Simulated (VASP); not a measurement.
# TaS2 (P-3m1) in VASP: further runs

One crystal, TaS2, is run at these levels: PBE; tasks: relaxation of cell and atoms, single point.

All numbers are computed with VASP 6.6.1; they aren't measurements. Logs are shortened: lines on timing, memory, paths and dates and some standing lists are left out, and cuts for length are marked.

**1. Starting point**

The structure is trigonal, space group P-3m1 (No. 164). The conventional cell has a = 3.350 Å, b = 3.350 Å, c = 5.860 Å, α = 90.00°, β = 90.00°, γ = 120.00°. Ta (site symmetry -3m) is surrounded by 6 S at 2.43 Å. S (site symmetry 3m) has 3 Ta at 2.43 Å as nearest neighbours.

**2. Relaxation of cell and atoms, PBE**

INCAR

```
SYSTEM = TaS2
PREC     = Accurate       ! precision mode
ENCUT    = 580            ! plane-wave cutoff, eV
EDIFF    = 1E-6           ! SCF threshold, eV
ISMEAR   = -1             ! smearing method
SIGMA    = 0.05           ! smearing width, eV
LREAL    = .FALSE.        ! projectors in reciprocal space
LASPH    = .TRUE.         ! aspherical terms in the spheres
NELM     = 100            ! most SCF steps
ALGO     = Normal         ! electronic algorithm
ISIF     = 3              ! what is computed and relaxed
LWAVE    = .FALSE.        ! write WAVECAR
LCHARG   = .FALSE.        ! write CHGCAR
GGA      = PE             ! functional
IBRION   = 2              ! ionic algorithm
NSW      = 40             ! ionic steps
EDIFFG   = -0.005         ! ionic threshold
```

KPOINTS

```
regular mesh
0
G
  9 9 5
  0 0 0
```

POSCAR

```
TaS2
1.0
    3.3500000000      0.0000000000      0.0000000000
   -1.6750000000      2.9011851027      0.0000000000
    0.0000000000      0.0000000000      5.8600000000
Ta S
1 2
Direct
    0.0000000000      0.0000000000      0.0000000000
    0.6666666667      0.3333333333      0.7500000000
    0.3333333333      0.6666666667      0.2500000000
```

Potentials or basis: VASP PAW PBE potentials, release 64 (Ta, S).

Launch:

```bash
$ cat potpaw_PBE.64/Ta/POTCAR potpaw_PBE.64/S/POTCAR > POTCAR
$ mpirun -np 1 vasp_std > vasp.out
```

OUTCAR:

```text
SYSTEM = TaS2
   PREC = Accurate
   ENCUT = 580
   EDIFF = 1E-6
   ISMEAR = -1
   LREAL = .FALSE.
   LASPH = .TRUE.
   NELM = 100
   ISIF = 3
   GGA = PE
   IBRION = 2
   NSW = 40
   EDIFFG = -0.005

 ion  position               nearest neighbor table
   1  0.000  0.000  0.000-   2 2.43   3 2.43   2 2.43   3 2.43   2 2.43   3 2.43
   2  0.667  0.333  0.750-   1 2.43   1 2.43   1 2.43
   3  0.333  0.667  0.250-   1 2.43   1 2.43   1 2.43

  LATTYP: Found a hexagonal cell.
 ALAT       =     3.3500000000
 C/A-ratio  =     1.7492537313

  Lattice vectors:

 A1 = (   3.3500000000,   0.0000000000,   0.0000000000)
 A2 = (  -1.6750000000,   2.9011851027,   0.0000000000)
 A3 = (   0.0000000000,   0.0000000000,   5.8600000000)

Analysis of symmetry for initial positions (statically):
=====================================================================
 Subroutine PRICEL returns:
 Original cell was already a primitive cell.

 Routine SETGRP: Setting up the symmetry group for a
 hexagonal supercell.

 Subroutine GETGRP returns: Found 12 space group operations
 (whereof 12 operations were pure point group operations)
 out of a pool of 24 trial point group operations.

The static configuration has the point symmetry D_3d.

Analysis of symmetry for dynamics (positions and initial velocities):
=====================================================================
 Subroutine PRICEL returns:
 Original cell was already a primitive cell.

 Routine SETGRP: Setting up the symmetry group for a
 hexagonal supercell.

 Subroutine GETGRP returns: Found 12 space group operations
 (whereof 12 operations were pure point group operations)
 out of a pool of 24 trial point group operations.

The dynamic configuration has the point symmetry D_3d.

 Subroutine INISYM returns: Found 12 space group operations
 (whereof 12 operations are pure point group operations),
 and found     1 'primitive' translations

----------------------------------------------------------------------------------------

                                     Primitive cell

  volume of cell :      56.9532

  direct lattice vectors                    reciprocal lattice vectors
     3.350000000  0.000000000  0.000000000     0.298507463  0.172343364  0.000000000
    -1.675000000  2.901185103  0.000000000     0.000000000  0.344686728  0.000000000
     0.000000000  0.000000000  5.860000000     0.000000000  0.000000000  0.170648464

  length of vectors
[... 110 lines left out ...]
   LREAL  =      F    real-space projection
   EDIFFG = -.5E-02   stopping-criterion for IOM
   NSW    =     40    number of steps for IOM
   IBRION =      2    ionic relax: 0-MD 1-quasi-New 2-CG
   NFREE  =      1    steps in history (QN), initial steepest desc. (CG)
   ISIF   =      3    stress and relaxation
   ISYM   =      2    0-nonsym 1-usesym 2-fastsym
   POTIM  = 0.5000    time-step for ionic-motion
   TEBEG  =    0.0;   TEEND  =   0.0 temperature during run
   PSTRESS=    0.0 pullay stress
   NELECT =      17.0000    total number of electrons
   NUPDOWN=      -1.0000    fix difference up-down
   EMIN   =  10.00;   EMAX   =-10.00  energy-range for DOS
   EFERMI =   0.00;   METHOD = LEGACY
   ISMEAR =    -1;   SIGMA  =   0.05  broadening in eV -4-tet -1-fermi 0-gaus
   EFERMI_NEDOS =   21; number of points for ismear=-14 and -15
   IALGO  =     38    algorithm
   IMIX   =      4    mixing-type and parameters
     AMIX     =   0.40;   BMIX     =  1.00
     AMIX_MAG =   1.60;   BMIX_MAG =  1.00
  volume/ion in A,a.u.               =      18.98       128.11
  Fermi-wavevector in a.u.,A,eV,Ry     =   1.094087  2.067525 16.286532  1.197026
  Thomas-Fermi vector in A             =   2.230385
   LORBIT       =      0    0 simple, 1 ext, 2 COOP (PROOUT), +10 PAW based schemes
   GGA     = PE    functional components
   LHFCALC =     F    Hartree Fock is set to
   AEXX    =    0.0000 exact exchange contribution
   IVDW    =     0    specifies the selected vdW correction
   LEPSILON=     F    determine dielectric tensor
   LRPA    =     F    only Hartree local field effects (RPA)
 conjugate gradient relaxation of ions
 non-spin polarized calculation
  energy-cutoff  :      580.00
  volume of cell :       56.95
 maximum number of plane-waves:      1829
 NGX is ok and might be reduce to    28
   NGX = 13   NGY = 13   NGZ = 23

--------------------------------------- Ionic step        1  -------------------------------------------

 number of electron      17.0000000 magnetization

 Free energy of the ion-electron system (eV)
  ---------------------------------------------------
  ext. energy  EPLUGINS =         0.00000000
  ---------------------------------------------------
  free energy    TOTEN  =       -23.06409452 eV

  energy without entropy =      -23.04901021  energy(sigma->0) =      -23.05655236

------------------------ aborting loop because EDIFF is reached ----------------------------------------

  FORCE on cell =-STRESS in cart. coord.  units (eV):
  Direction    XX          YY          ZZ          XY          YZ          ZX
  --------------------------------------------------------------------------------------
  -------------------------------------------------------------------------------------
  Total        2.5730257      2.5730257      4.3763557      0.0000000      0.0000000      0.0000000
  in kB       72.3830446     72.3830446    123.1134029      0.0000000      0.0000000      0.0000000
  external PRESSURE =      89.2931640 kB  Pullay stress =       0.0000000 kB
[... 1301 lines left out ...]
      1      -8.2049      2.00000
      2      -7.5380      2.00000
      3      -1.5426      2.00000
      4      -0.0993      2.00000
      5       0.9165      2.00000
      6       1.2339      2.00000
      7       2.6650      2.00000
      8       3.2049      2.00000
      9       3.8132      2.00000
     10       7.4416      0.00000
     11       7.9252      0.00000
     12       9.2860      0.00000

 [... further k-points ...]

[... ionic steps 4 to 30 ...]

--------------------------------------- Ionic step       31  -------------------------------------------

 number of electron      16.9999999 magnetization

------------------------ aborting loop because EDIFF is reached ----------------------------------------
[... 69 lines left out ...]
--------------------------------------- Ionic step       33  -------------------------------------------

 number of electron      16.9999999 magnetization

 Free energy of the ion-electron system (eV)
  ---------------------------------------------------
  ext. energy  EPLUGINS =         0.00000000
  ---------------------------------------------------
  free energy    TOTEN  =       -23.20160053 eV

  energy without entropy =      -23.18907231  energy(sigma->0) =      -23.19533642

 E-fermi :   4.3205     XC(G=0):  -9.6409

 val. band max:        4.3029237113   @ k =  -0.1111   0.3333   0.4000
 cond. band min:       4.3348025804   @ k =   0.2222   0.1111   0.0000
 fundamental gap:      0.0318788691
 Fermi energy:         4.3204578352
[... 630 lines left out ...]
  FREE ENERGIE OF THE ION-ELECTRON SYSTEM (eV)
  ---------------------------------------------------
  free  energy   TOTEN  =       -23.2016005291 eV

  energy  without entropy=      -23.1890723128  energy(sigma->0) =      -23.19533642

 reached required accuracy - stopping structural energy minimisation
```

CONTCAR:

```text
TaS2
   1.00000000000000
     3.3699494297248211    0.0000000000000000    0.0000000000000000
    -1.6849747148624106    2.9184618156330551   -0.0000000000000001
    -0.0000000000000001    0.0000000000000001    6.6267080755822221
  Ta              S
     1     2
Direct
     0.0000000000000000    0.0000000000000000    0.0000000000000000
     0.6666666667000030    0.3333333332999970    0.7682938152549526
     0.3333333332999970    0.6666666667000030    0.2317061847450474

  0.00000000E+00  0.00000000E+00  0.00000000E+00
  0.00000000E+00  0.00000000E+00  0.00000000E+00
  0.00000000E+00  0.00000000E+00  0.00000000E+00
```

It took 7.9 min on 1 thread of Intel Xeon Platinum 8488C (Sapphire Rapids), shared host; peak memory 0.22 GiB.

Results:

```
Free energy                            : -23.2016 eV
Relaxed volume                         : 21.72 Å³/atom
Relaxed cell                           : a = 3.370 Å, b = 3.370 Å, c = 6.627 Å, α = 90.00°, β = 90.00°, γ = 120.00°
Space group after relaxing (to 0.05 Å) : P-3m1 (No. 164)
Energy gained by relaxing              : 45.8 meV/atom
Ionic steps                            : 33
Pressure after relaxing                : 0.0 GPa
Largest force after relaxing           : 0.005 eV/Å
Band gap on the k mesh                 : none (metal or under the smearing width)
```

Forces in eV/Å, atoms in the order of the input:
```
Ta   0.000  0.000  0.000
S    0.000  0.000  0.005
S    0.000  0.000 -0.005
```

Step by step:
```
step  energy change (eV)  largest force (eV/Å)  pressure (GPa)  volume (Å³)
   1              0.0000                1.2292            8.93        56.95
   2              0.2548                1.9357          -12.76        66.11
   3             -0.1080                0.0800           -0.65        59.96
   4             -0.1082                0.0342           -0.31        59.84
   5             -0.1082                0.0113           -0.15        59.78
   6             -0.1155                0.0796            0.10        59.66
   7             -0.1175                0.1402            0.34        59.54
   8             -0.1199                0.1465            0.18        59.87
   9             -0.1257                0.1623           -0.25        60.86
  10             -0.1319                0.1863           -0.93        62.85
  11             -0.1336                0.1220           -0.54        62.87
  12             -0.1349                0.0180            0.11        62.91
  13             -0.1350                0.0175            0.33        62.92
  14             -0.1352                0.0221            0.35        63.02
  15             -0.1357                0.0355            0.38        63.33
  16             -0.1364                0.0665            0.47        63.96
  17             -0.1370                0.0280           -0.17        64.46
  18             -0.1370                0.0170           -0.11        64.40
  19             -0.1370                0.0223           -0.10        64.46
  20             -0.1372                0.0362           -0.08        64.62
  21             -0.1370                0.0643           -0.08        64.94
  22             -0.1372                0.0435           -0.09        64.71
  23             -0.1373                0.0236            0.05        64.73
  24             -0.1373                0.0097            0.14        64.74
  25             -0.1374                0.0042            0.13        64.83
  26             -0.1375                0.0099            0.07        65.07
  27             -0.1375                0.0124            0.06        65.12
  28             -0.1375                0.0096           -0.08        65.22
  29             -0.1375                0.0011           -0.04        65.18
  30             -0.1375                0.0033           -0.02        65.18
  31             -0.1375                0.0077            0.03        65.17
  32             -0.1375                0.0052            0.02        65.17
  33             -0.1375                0.0049            0.01        65.17
```

Final structure:
```
Ta S
1.0
     3.36995    0.00000    0.00000
    -1.68497    2.91846    0.00000
     0.00000    0.00000    6.62671
Ta S
1 2
Direct
  0.00000 0.00000 0.00000
  0.66667 0.33333 0.76829
  0.33333 0.66667 0.23171
```

Caveat: this functional lacks dispersion, which binds the layers, so the pressure and a relaxed spacing across them are unreliable; the volume moved by +14 % from the deposited cell, more than functionals usually miss. Spin-orbit coupling is left out, which matters for the levels of Ta.

**3. Single point, PBE**

INCAR

```
SYSTEM = TaS2
PREC = Accurate ; ENCUT = 520
EDIFF = 1E-6 ; ISMEAR = 0
SIGMA = 0.03 ; LREAL = .FALSE.
LASPH = .TRUE. ; NELM = 100
ALGO = Normal ; ISIF = 2
LWAVE = .FALSE. ; LCHARG = .TRUE.
GGA = PE ; LELF = .TRUE.
LVHAR = .TRUE. ; NBANDS = 18
```

KPOINTS

```
Automatic mesh
0
G
  9 9 5
  0 0 0
```

POSCAR is that of step 2.

Potentials or basis: VASP PAW PBE potentials, release 64 (Ta_pv, S).

Launch:

```bash
$ cat potpaw_PBE.64/Ta_pv/POTCAR potpaw_PBE.64/S/POTCAR > POTCAR
$ mpirun -np 1 vasp_std > vasp.out
```

OUTCAR:

```text
SYSTEM = TaS2
   PREC = Accurate
   ENCUT = 520
   EDIFF = 1E-6
   ISMEAR = 0
   LREAL = .FALSE.
   LASPH = .TRUE.
   NELM = 100
   ISIF = 2
   GGA = PE

 ion  position               nearest neighbor table
   1  0.000  0.000  0.000-   2 2.43   3 2.43   2 2.43   3 2.43   2 2.43   3 2.43
   2  0.667  0.333  0.750-   1 2.43   1 2.43   1 2.43
   3  0.333  0.667  0.250-   1 2.43   1 2.43   1 2.43

  LATTYP: Found a hexagonal cell.
 ALAT       =     3.3500000000
 C/A-ratio  =     1.7492537313

  Lattice vectors:

 A1 = (   3.3500000000,   0.0000000000,   0.0000000000)
 A2 = (  -1.6750000000,   2.9011851027,   0.0000000000)
 A3 = (   0.0000000000,   0.0000000000,   5.8600000000)

Analysis of symmetry for initial positions (statically):
=====================================================================
 Subroutine PRICEL returns:
 Original cell was already a primitive cell.

 Routine SETGRP: Setting up the symmetry group for a
 hexagonal supercell.

 Subroutine GETGRP returns: Found 12 space group operations
 (whereof 12 operations were pure point group operations)
 out of a pool of 24 trial point group operations.

[... 190 lines left out ...]

 E-fermi :   5.6691     XC(G=0): -10.5171

 val. band max:        5.6638463380   @ k =   0.2222   0.1111   0.0000
 cond. band min:       5.6728553916   @ k =   0.0000   0.0000   0.4000
 fundamental gap:      0.0090090535
 Fermi energy:         5.6691435502

 k-point     1 :       0.0000    0.0000    0.0000
  band No.  band energies     occupation
      1     -29.6000      2.00000
      2     -29.5786      2.00000
      3     -29.5786      2.00000
      4      -9.4863      2.00000
      5      -7.4017      2.00000
      6      -1.3254      2.00000
[... 817 lines left out ...]
      5      -7.0313      2.00000
      6      -1.3042      2.00000
[... 10 lines left out ...]
     17      11.0444      0.00000
     18      11.5221      0.00000

 [... further k-points ...]

------------------------ aborting loop because EDIFF is reached ----------------------------------------

  FORCE on cell =-STRESS in cart. coord.  units (eV):
  Direction    XX          YY          ZZ          XY          YZ          ZX
  --------------------------------------------------------------------------------------
  -------------------------------------------------------------------------------------
  Total        2.6465499      2.6465499      4.4592858      0.0000000      0.0000000      0.0000000
  in kB       74.4513883     74.4513883    125.4463501      0.0000000      0.0000000      0.0000000
  external PRESSURE =      91.4497089 kB  Pullay stress =       0.0000000 kB

 VOLUME and BASIS-vectors are now :
 -----------------------------------------------------------------------------
  energy-cutoff  :      520.00
  volume of cell :       56.95
      direct lattice vectors                 reciprocal lattice vectors
     3.350000000  0.000000000  0.000000000     0.298507463  0.172343364  0.000000000
    -1.675000000  2.901185103  0.000000000     0.000000000  0.344686728  0.000000000
     0.000000000  0.000000000  5.860000000     0.000000000  0.000000000  0.170648464

 POSITION                                       TOTAL-FORCE (eV/Angst)
 -----------------------------------------------------------------------------------
      0.00000      0.00000      0.00000         0.000000      0.000000      0.000000
      1.67500      0.96706      4.39500         0.000000      0.000000     -1.259410
     -0.00000      1.93412      1.46500        -0.000000      0.000000      1.259410
 -----------------------------------------------------------------------------------
    total drift:                               -0.000000     -0.000000     -0.000000

  FREE ENERGIE OF THE ION-ELECTRON SYSTEM (eV)
  ---------------------------------------------------
  free  energy   TOTEN  =       -23.0129896792 eV

  energy  without entropy=      -23.0117831340  energy(sigma->0) =      -23.01238641
```

OSZICAR:

```text
N       E                     dE             d eps       ncg     rms          rms(c)
DAV:   1     0.153065781118E+03    0.15307E+03   -0.11507E+04  1800   0.115E+03
DAV:   2    -0.176172985823E+02   -0.17068E+03   -0.16727E+03  2326   0.295E+02
DAV:   3    -0.244736896919E+02   -0.68564E+01   -0.67951E+01  2376   0.559E+01
DAV:   4    -0.245525898235E+02   -0.78900E-01   -0.78831E-01  2364   0.653E+00
DAV:   5    -0.245538532671E+02   -0.12634E-02   -0.12633E-02  2314   0.819E-01    0.209E+01
DAV:   6    -0.231233096961E+02    0.14305E+01   -0.54207E+00  2070   0.145E+01    0.108E+01
DAV:   7    -0.230229047466E+02    0.10040E+00   -0.62481E-01  1994   0.472E+00    0.460E+00
DAV:   8    -0.230159928311E+02    0.69119E-02   -0.13356E-01  2242   0.226E+00    0.124E+00
DAV:   9    -0.230131203868E+02    0.28724E-02   -0.88591E-03  2248   0.660E-01    0.484E-01
DAV:  10    -0.230129409325E+02    0.17945E-03   -0.27993E-03  2156   0.316E-01    0.954E-02
DAV:  11    -0.230129681371E+02   -0.27205E-04   -0.30019E-04  1938   0.995E-02    0.282E-02
DAV:  12    -0.230129853819E+02   -0.17245E-04   -0.24486E-05  2172   0.343E-02    0.142E-02
DAV:  13    -0.230129895223E+02   -0.41405E-05   -0.81815E-06  2118   0.194E-02    0.801E-03
DAV:  14    -0.230129896792E+02   -0.15688E-06   -0.90831E-07  1456   0.604E-03
   1 F= -.23012990E+02 E0= -.23012386E+02  d E =-.120655E-02
```

It took 45 s on 1 thread of Intel Xeon Platinum 8488C (Sapphire Rapids), shared host; peak memory 0.21 GiB.

Results:

- Free energy: -23.0130 eV
- Pressure: 9.1 GPa
- Largest force: 1.259 eV/Å
- Band gap on the k mesh: none (metal or under the smearing width)

Forces on the atoms (eV/Å):
```
Ta   0.000  0.000  0.000
S    0.000  0.000 -1.259
S    0.000  0.000  1.259
```

Caveat: this functional lacks dispersion, which binds the layers, so the pressure and a relaxed spacing across them are unreliable; forces of over 1 eV/Å show positions far from the minimum, so gaps and moduli don't describe the material at rest.

**4. For comparison**

An earlier run on the cell as given: functional PBE; potentials or basis VASP PAW PBE potentials, release 64 (Ta_pv, S); cutoff 520 eV; k mesh 9 × 9 × 5; occupations fermi-dirac, width 0.05 eV; no spin polarisation.

- Pressure: 9.2 GPa
- Largest force: 1.243 eV/Å
- Band gap on the k mesh: none (metal or under the smearing width)

**5. Overview**

| task | potentials or basis | cell | cutoff (eV) | smearing | gap on the mesh (eV) | pressure (GPa) | largest force (eV/Å) |
| --- | --- | --- | --- | --- | --- | --- | --- |
| relaxation of cell and atoms | VASP PAW PBE potentials, release 64 (Ta, S) | relaxed | 580 | fermi-dirac 0.05 eV | none | 0.0 | - |
| single point | VASP PAW PBE potentials, release 64 (Ta_pv, S) | as given | 520 | gaussian 0.03 eV | none | 9.1 | 1.26 |
| single point | VASP PAW PBE potentials, release 64 (Ta_pv, S) | as given | 520 | fermi-dirac 0.05 eV | none | 9.2 | 1.24 |

Alike in all rows: level PBE; no spin polarisation; k mesh 9 × 9 × 5.

Caveats: this functional lacks dispersion, which binds the layers, so the pressure and a relaxed spacing across them are unreliable; forces of over 1 eV/Å show positions far from the minimum, so gaps and moduli don't describe the material at rest (some runs); the volume moved by +14 % from the deposited cell, more than functionals usually miss (some runs).

Total energies depend on the potentials used, so only differences within one code and one set of settings carry meaning.
